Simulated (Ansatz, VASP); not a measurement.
LiCl: VASP beside Ansatz

```xyz
2
Lattice="-0.0414 2.7371 2.7371 2.7371 -0.0414 2.7371 2.7371 2.7371 -0.0414" Properties=species:S:1:pos:R:3 pbc="T T T"
Li    0.0000    0.0000    0.0000
Cl    1.3582    1.3582    1.3582
```

Change from the starting cell: equal xy, yz and zx shear strains of -1.5 %, PAW files.

Alike in both runs: task electric field gradients; functional PBE; k mesh 11 × 11 × 11; occupations fermi-dirac, width 0.05 eV; no spin polarisation.

|  | VASP | Ansatz |
| --- | --- | --- |
| version | VASP 6.6.1 | Ansatz 0.2.0 |
| potentials or method | VASP PAW PBE potentials, release 64 (Li_sv, Cl) | PAW with Ansatz's default frozen-core files, scalar-relativistic |
| plane-wave cutoff (eV) | 520 | 420 |
| valence electrons in the cell | 10 | 10 |

```csv
,VASP,Ansatz,Ansatz less VASP
gap on the k mesh at the Fermi level (eV),5.93,5.92,-0.005
rms of the force components (eV/Å),0.032,0.032,-0.0002
Vzz of the field gradient on the site that differs most (V/Å²),0.0,-0.1,-0.10
```

Atom by atom the forces differ by 0.000 eV/Å (rms over components). The functional is the same, so the differences come from potentials, cutoffs and numerics.

Caveats: an odd mesh through Γ misses points on the zone boundary, where band edges often lie.
